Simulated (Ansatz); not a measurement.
**Cr: the crystal squeezed far**

Aim: compress Cr (hcp type) step by step, far beyond the usual range, and follow pressure and electronic structure. Methods of the runs shown: LAPW, crystal datasets and norm-conserving. Companion runs by PAW are cited. Its runs: the reference run (LAPW); volume scaled by 1 (crystal datasets and norm-conserving); volume scaled by 0.92 (LAPW and norm-conserving); volume scaled by 0.84 (LAPW); volume scaled by 0.76 (LAPW); volume scaled by 0.68 (LAPW and norm-conserving); volume scaled by 0.6 (LAPW); volume scaled by 0.52 (LAPW); volume scaled by 0.45 (LAPW, crystal datasets and norm-conserving).

This is Cr in the hcp structure; at room conditions it is bcc.

Program: Ansatz 0.2.0. Level of theory: DFT PBE, with the methods named in each step. These are calculated values, not measurements.

## (1) The system as given

Symmetry: P6_3/mmc, No. 194, hexagonal system. Conventional cell: a = 2.490 Å, b = 2.490 Å, c = 4.445 Å, α = 90.00°, β = 90.00°, γ = 120.00°. Around Cr (site symmetry -6m2) lie 12 Cr at 2.49 to 2.65 Å.

Coordinates:

```xyz
2
Lattice="2.4895 0.0000 0.0000 -1.2448 2.1560 0.0000 0.0000 0.0000 4.4445" Properties=species:S:1:pos:R:3 pbc="T T T"
Cr    0.0000    1.4373    1.1111
Cr    1.2448    0.7187    3.3334
```

Whether this phase is the stable one at these pressures isn't tested.

Atoms are numbered in the order of the input: Cr1, Cr2.

## (2) The reference volume, LAPW

File input.yaml:

```yaml
crystal:
  lattice:
    - [2.4895338786, 0.0, 0.0]
    - [-1.2447669393, 2.1559995824, 0.0]
    - [0.0, 0.0, 4.4445182271]
  atoms:
    - { symbol: Cr, position: [0.3333333333, 0.6666666667, 0.25] }
    - { symbol: Cr, position: [0.6666666667, 0.3333333333, 0.75] }
kpoints:
  mp_grid: { grid: [17, 17, 9] }
  band_path:
    path:
      - [0.0, 0.0, 0.0]
      - [0.5, 0.0, 0.0]
      - [0.3333333333, 0.3333333333, 0.0]
      - [0.0, 0.0, 0.0]
      - [0.0, 0.0, 0.5]
      - [0.5, 0.0, 0.5]
      - [0.3333333333, 0.3333333333, 0.5]
      - [0.0, 0.0, 0.5]
      - [0.5, 0.0, 0.5]
    npoints: 14
scf:
  occupations: { method: fermi_dirac, width: 0.1 }
hamiltonian:
  xc: pbe
  pseudopotentials: { kind: all_electron, lapw: { basis_error: 0.001 } }
output:
  forces: true
  stress: true
  eigenvalues: true
  populations: true
  dos: { projected: true, de: 0.2, e_range: [-14, 8] }
```

Command:

```sh
> ansatz run input.yaml --threads 1 --pin off --max-ram 2048MiB --backend cpu --events-out ev --progress --plain --runs-dir out
```

## (3) Volume scaled by 1, crystal datasets

File input.yaml:

```yaml
crystal:
  lattice:
    - [2.4895338786, 0.0, 0.0]
    - [-1.2447669393, 2.1559995824, 0.0]
    - [0.0, 0.0, 4.4445182271]
  atoms:
    - { symbol: Cr, position: [0.3333333333, 0.6666666667, 0.25] }
    - { symbol: Cr, position: [0.6666666667, 0.3333333333, 0.75] }
kpoints:
  mp_grid: { grid: [17, 17, 9] }
scf:
  occupations: { method: fermi_dirac, width: 0.1 }
hamiltonian:
  xc: pbe
  pseudopotentials: { kind: all_electron, datasets: crystal }
output:
  forces: true
  stress: true
  eigenvalues: true
```

## (4) Volume scaled by 1, norm-conserving

input.yaml, as its differences from that of step 3:

```diff
@@ -14,3 +14,3 @@
   xc: pbe
-  pseudopotentials: { kind: all_electron, datasets: crystal }
+  pseudopotentials: { kind: nc }
 output:
```

## (5) Volume scaled by 0.92, LAPW

File input.yaml:

```yaml
crystal:
  lattice:
    - [2.426299423, 0.0, 0.0]
    - [-1.2131497115, 2.1012369376, 0.0]
    - [0.0, 0.0, 4.3048677147]
  atoms:
    - { symbol: Cr, position: [0.3333333333, 0.6666666667, 0.25] }
    - { symbol: Cr, position: [0.6666666667, 0.3333333333, 0.75] }
kpoints:
  mp_grid: { grid: [17, 17, 9] }
scf:
  occupations: { method: fermi_dirac, width: 0.1 }
hamiltonian:
  xc: pbe
  pseudopotentials: { kind: all_electron, lapw: { basis_error: 0.001 } }
output:
  forces: true
  stress: true
  eigenvalues: true
  populations: true
```

## (6) Volume scaled by 0.92, norm-conserving

input.yaml, as its differences from that of step 5:

```diff
@@ -14,3 +14,3 @@
   xc: pbe
-  pseudopotentials: { kind: all_electron, lapw: { basis_error: 0.001 } }
+  pseudopotentials: { kind: nc }
 output:
@@ -19,2 +19 @@
   eigenvalues: true
-  populations: true
```

## (7) Volume scaled by 0.84, LAPW

File input.yaml:

```yaml
crystal:
  lattice:
    - [2.3589526743, 0.0, 0.0]
    - [-1.1794763372, 2.0429129423, 0.0]
    - [0.0, 0.0, 4.1581638924]
  atoms:
    - { symbol: Cr, position: [0.3333333333, 0.6666666667, 0.25] }
    - { symbol: Cr, position: [0.6666666667, 0.3333333333, 0.75] }
kpoints:
  mp_grid: { grid: [17, 17, 9] }
scf:
  occupations: { method: fermi_dirac, width: 0.1 }
hamiltonian:
  xc: pbe
  pseudopotentials: { kind: all_electron, lapw: { basis_error: 0.001 } }
output:
  forces: true
  stress: true
  eigenvalues: true
  populations: true
```

## (8) Volume scaled by 0.76, LAPW

input.yaml, as its differences from that of step 7:

```diff
@@ -2,5 +2,5 @@
   lattice:
-    - [2.3589526743, 0.0, 0.0]
-    - [-1.1794763372, 2.0429129423, 0.0]
-    - [0.0, 0.0, 4.1581638924]
+    - [2.2877056977, 0.0, 0.0]
+    - [-1.1438528488, 1.9812112506, 0.0]
+    - [0.0, 0.0, 4.0001295577]
   atoms:
```

## (9) Volume scaled by 0.68, LAPW

input.yaml, as its differences from that of step 8:

```diff
@@ -2,5 +2,5 @@
   lattice:
-    - [2.2877056977, 0.0, 0.0]
-    - [-1.1438528488, 1.9812112506, 0.0]
-    - [0.0, 0.0, 4.0001295577]
+    - [2.2119492345, 0.0, 0.0]
+    - [-1.1059746173, 1.915604229, 0.0]
+    - [0.0, 0.0, 3.8284182233]
   atoms:
```

## (10) Volume scaled by 0.68, norm-conserving

input.yaml, as its differences from that of step 9:

```diff
@@ -14,3 +14,3 @@
   xc: pbe
-  pseudopotentials: { kind: all_electron, lapw: { basis_error: 0.001 } }
+  pseudopotentials: { kind: nc }
 output:
@@ -19,2 +19 @@
   eigenvalues: true
-  populations: true
```

## (11) Volume scaled by 0.6, LAPW

File input.yaml:

```yaml
crystal:
  lattice:
    - [2.1583554948, 0.0, 0.0]
    - [-1.0791777474, 1.8691906889, 0.0]
    - [0.0, 0.0, 3.5478566897]
  atoms:
    - { symbol: Cr, position: [0.3333333333, 0.6666666667, 0.25] }
    - { symbol: Cr, position: [0.6666666667, 0.3333333333, 0.75] }
kpoints:
  mp_grid: { grid: [17, 17, 9] }
scf:
  occupations: { method: fermi_dirac, width: 0.1 }
hamiltonian:
  xc: pbe
  pseudopotentials: { kind: all_electron, lapw: { basis_error: 0.001 } }
output:
  forces: true
  stress: true
  eigenvalues: true
  populations: true
```

## (12) Volume scaled by 0.52, LAPW

input.yaml, as its differences from that of step 11:

```diff
@@ -2,5 +2,5 @@
   lattice:
-    - [2.1583554948, 0.0, 0.0]
-    - [-1.0791777474, 1.8691906889, 0.0]
-    - [0.0, 0.0, 3.5478566897]
+    - [2.0763341892, 0.0, 0.0]
+    - [-1.0381670946, 1.7981581546, 0.0]
+    - [0.0, 0.0, 3.3225353193]
   atoms:
```

## (13) Volume scaled by 0.45, LAPW

input.yaml, as its differences from that of step 12:

```diff
@@ -2,5 +2,5 @@
   lattice:
-    - [2.0763341892, 0.0, 0.0]
-    - [-1.0381670946, 1.7981581546, 0.0]
-    - [0.0, 0.0, 3.3225353193]
+    - [1.9810878758, 0.0, 0.0]
+    - [-0.9905439379, 1.7156724276, 0.0]
+    - [0.0, 0.0, 3.1583903681]
   atoms:
@@ -10,2 +10,14 @@
   mp_grid: { grid: [17, 17, 9] }
+  band_path:
+    path:
+      - [0.0, 0.0, 0.0]
+      - [0.5, 0.0, 0.0]
+      - [0.3333333333, 0.3333333333, 0.0]
+      - [0.0, 0.0, 0.0]
+      - [0.0, 0.0, 0.5]
+      - [0.5, 0.0, 0.5]
+      - [0.3333333333, 0.3333333333, 0.5]
+      - [0.0, 0.0, 0.5]
+      - [0.5, 0.0, 0.5]
+    npoints: 8
 scf:
@@ -20 +32,2 @@
   populations: true
+  dos: { projected: true, de: 0.2, e_range: [-14, 8] }
```

## (14) Volume scaled by 0.45, crystal datasets

File input.yaml:

```yaml
crystal:
  lattice:
    - [1.9810878758, 0.0, 0.0]
    - [-0.9905439379, 1.7156724276, 0.0]
    - [0.0, 0.0, 3.1583903681]
  atoms:
    - { symbol: Cr, position: [0.3333333333, 0.6666666667, 0.25] }
    - { symbol: Cr, position: [0.6666666667, 0.3333333333, 0.75] }
kpoints:
  mp_grid: { grid: [17, 17, 9] }
scf:
  occupations: { method: fermi_dirac, width: 0.1 }
hamiltonian:
  xc: pbe
  pseudopotentials: { kind: all_electron, datasets: crystal }
output:
  forces: true
  stress: true
  eigenvalues: true
```

## (15) Volume scaled by 0.45, norm-conserving

input.yaml, as its differences from that of step 14:

```diff
@@ -14,3 +14,3 @@
   xc: pbe
-  pseudopotentials: { kind: all_electron, datasets: crystal }
+  pseudopotentials: { kind: nc }
 output:
```

(Steps that only read results are left out.)

Q: Predict the outcome of this session. Wanted: LAPW pressure at 0.45 of the volume; PAW pressure at 0.45 of the volume; PAW; crystal datasets pressure at 0.45 of the volume; norm-conserving pressure at 0.45 of the volume; fitted bulk modulus at zero pressure.

**Answer**, as computed:

```
                                                      quantity      value
                           LAPW pressure at 0.45 of the volume  833.9 GPa
                            PAW pressure at 0.45 of the volume  824.9 GPa
PAW (partial_waves polarizable) pressure at 0.45 of the volume  824.9 GPa
               crystal datasets pressure at 0.45 of the volume  833.9 GPa
                norm-conserving pressure at 0.45 of the volume  827.1 GPa
                   fitted bulk modulus at zero pressure (LAPW)    246 GPa
                                       its pressure derivative       3.73
```

By LAPW the pressure climbs to 834 GPa at 0.45 of the first volume. One third-order Birch-Murnaghan curve follows these points (B₀ = 246 GPa, B′ = 3.73, misfit at most 1.63 GPa). A fit over so wide a range leans to the high pressures, so B₀ can be off by several per cent. Where LAPW's pressure is over 3 GPa, PAW's departs from it by at most 1.1 %, at 0.45 of the volume, where the frozen cores and overlapping spheres are strained most. The ions are at rest, and the electrons smeared by 0.1 eV. Spin polarisation is left out here, though a magnetic state may lie well lower.
